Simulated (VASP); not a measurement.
BaTiO3: optical spectrum with PBE

BaTiO3:

```
Ba Ti O
1.0
     2.82737    1.63238    2.31839
    -2.82737    1.63238    2.31839
     0.00000   -3.26476    2.31839
Ba Ti O
1 1 3
Direct
  0.00000 0.00000 0.00000
  0.48450 0.48450 0.48450
  0.50860 0.01750 0.50860
  0.01750 0.50860 0.50860
  0.50860 0.50860 0.01750
```

```yaml
Program: VASP 6.6.1
Task: optical spectrum
Functional: PBE
Potentials_or_basis: VASP PAW PBE potentials, release 64 (Ba_sv, Ti_sv, O)
Cutoff: 520 eV
k_mesh: 7 × 7 × 7
Occupations: gaussian, width 0.02 eV
Spin: no spin polarisation
Further_INCAR_settings: ALGO = Normal; EDIFF = 1e-06; NBANDS = 44
```

```yaml
Pressure: 6.9 GPa
Largest_force: 0.213 eV/Å
Band_gap_on_the_k_mesh: 2.44 eV, indirect (least direct gap 2.78 eV)
```

Forces on the atoms (eV/Å):
```
Ba   0.000  0.000 -0.117
Ti   0.000  0.000  0.213
O    0.135 -0.078 -0.032
O   -0.135 -0.078 -0.032
O    0.000  0.155 -0.032
```

Stress tensor (GPa, compression positive):
```
6.95 0.00 0.00
0.00 6.95 0.00
0.00 0.00 6.69
```

Levels at points of the mesh, in eV from the valence-band top:
| k point | band 17 | band 18 | band 19 | band 20 | band 21 | band 22 | band 23 | band 24 |
| --- | --- | --- | --- | --- | --- | --- | --- | --- |
| (0.00, 0.00, 0.00) | -1.01 | -0.48 | -0.34 | -0.34 | 2.44 | 2.44 | 2.58 | 4.55 |

Dielectric function (mean over the directions given):
| energy (eV) | real part | imaginary part |
| --- | --- | --- |
| 0.29 | 6.08 | 0.01 |
| 1.27 | 6.36 | 0.05 |
| 2.34 | 7.47 | 0.20 |
| 3.31 | 9.48 | 3.61 |
| 4.39 | 4.13 | 9.41 |
| 5.46 | 3.05 | 3.92 |
| 6.43 | 4.36 | 3.61 |
| 7.50 | 3.39 | 5.51 |
| 8.58 | 2.83 | 4.96 |
| 9.55 | 0.65 | 4.25 |
| 10.62 | -0.46 | 3.98 |
| 11.60 | -0.54 | 2.30 |
| 12.67 | -0.15 | 1.53 |
| 13.74 | 0.71 | 0.65 |
| 14.72 | 2.24 | 1.03 |
| 15.79 | 1.87 | 1.57 |
| 16.86 | 2.20 | 2.99 |
| 17.84 | 1.93 | 3.89 |
| 18.91 | -0.22 | 4.53 |
| 19.98 | -1.53 | 2.02 |

Wall time 63 s on 1 thread of Intel(R) Xeon(R) 6975P-C (Granite Rapids), with other jobs on the host, peak memory 0.36 GiB.

Caveat: spectra need much finer meshes, so this one isn't converged; independent-particle spectra lack excitons; spin-orbit coupling is left out, which moves the levels of the heavy elements; an odd mesh through Γ misses points on the zone boundary, where band edges often lie.
